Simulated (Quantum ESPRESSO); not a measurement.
**Hf: phonon spectrum and thermodynamics under several settings**

```
Hf
1.0
     0.00000    2.22000    2.22000
     2.22000    0.00000    2.22000
     2.22000    2.22000    0.00000
Hf
1
Cartesian
  0.0000 0.0000 0.0000
```

This isn't the form of Hf at room conditions, which is hcp.

All runs used Quantum ESPRESSO 7.5; k mesh 10 × 10 × 10; relaxed cell; no spin polarisation; cutoff 789 eV; occupations cold, width 0.2 eV; q mesh 2 × 2 × 2.

```csv
level,potentials,volume (Å³/atom),highest frequency (cm⁻¹),zero-point energy (meV/atom),entropy at room temperature (k_B/atom)
LDA,PseudoDojo 0.4.1 SR LDA standard,?,?,?,?
PBE,PseudoDojo 0.4.1 SR PBE standard,22.52,121,14.7,6.00
PBEsol,PseudoDojo 0.4.1 SR PBEsol standard,21.61,128,15.2,5.92
```

Question: What stands in the row left open?

Answer: Volume 20.50 Å³/atom; highest frequency 131 cm⁻¹; zero-point energy 15.1 meV/atom; entropy at room temperature 5.96 k_B/atom.

For the row left open. Caveat: the q mesh is small, so phonon branches between its points and thermal values are rough.
